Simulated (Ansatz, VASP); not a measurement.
# BaTe: VASP beside Ansatz

```xyz
2
Lattice="4.2448 0.0000 0.0000 0.0000 4.2448 0.0000 0.0000 0.0000 4.2448" Properties=species:S:1:pos:R:3 pbc="T T T"
Ba    0.0000    0.0000    0.0000
Te    2.1224    2.1224    2.1224
```

The cell was built by a generator and needn't be a form met in nature.

Alike in both runs: task single point; functional PBE; k mesh 4 × 4 × 4; no spin polarisation.

```csv
,VASP,Ansatz
version,VASP 6.6.1,Ansatz 0.2.0
potentials or method,"VASP PAW PBE potentials, release 64 (Ba_sv, Te)","plane waves, PAW"
plane-wave cutoff (eV),520,420
occupations,"gaussian, width 0.01 eV",fixed
valence electrons in the cell,16,26
```

```csv
,VASP,Ansatz,Ansatz less VASP
gap on the k mesh at the Fermi level (eV),0.74,0.84,+0.105
pressure (GPa),0.6,0.1,-0.48
```

The two sets of potentials don't hold the same shells in valence.

Caveats: spin-orbit coupling is left out, which moves the levels of the heavy elements. A k mesh can miss the band edges. A hybrid or GW would open this gap; PBE tends to underestimate it.
